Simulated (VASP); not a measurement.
Input of a VASP 6.6.1 run:

The input INCAR:

```
SYSTEM = SiO2
PREC = Accurate
ENCUT = 600
EDIFF = 1E-8
ISMEAR = 0
SIGMA = 0.02
LREAL = .False.
LASPH = .True.
NELM = 80
ALGO = Fast
ISIF = 2
LWAVE = .False.
LCHARG = .False.
LEPSILON = .True.
IBRION = 8
NSW = 1
```

File KPOINTS:

```
Automatic mesh
0
Gamma
  6 6 8
  0 0 0
```

POSCAR

```
SiO2
1.0
    4.1540100000      0.0000000000      0.0000000000
    0.0000000000      4.1540100000      0.0000000000
    0.0000000000      0.0000000000      2.6659500000
Si O
2 4
Direct
    0.0000000000      0.0000000000      0.0000000000
    0.5000000000      0.5000000000      0.5000000000
    0.3053900000      0.3053900000      0.0000000000
    0.1946100000      0.8053900000      0.5000000000
    0.6946100000      0.6946100000      0.0000000000
    0.8053900000      0.1946100000      0.5000000000
```

Potentials or basis: VASP PAW LDA potentials, release 64 (Si, O).

Launch:

```sh
$ cat potpaw_LDA.64/Si/POTCAR potpaw_LDA.64/O/POTCAR > POTCAR
$ mpirun -np 1 vasp_std > vasp.out
```

Question: What does it give for the electronic dielectric tensor (diagonal)?

Answer: 3.36, 3.36, 3.53.

Question: Predict the Born charges (mean of the diagonal).

Answer: Si +3.86; O -1.93 e.

Question: What does it give for the highest phonon frequency at Γ, LO-TO splitting left out?

Answer: 949 cm⁻¹.

Question: Estimate the band gap on the k mesh.

Answer: 5.78 eV, direct.

Phonon frequencies in cm⁻¹ (negative: imaginary):
```tsv
q point	frequencies
(0.000, 0.000, 0.000)	0 0 0 220 385 470 470 587 587 593 593 593 660 755 762 823 823 949
```

A k mesh can miss the band edges.
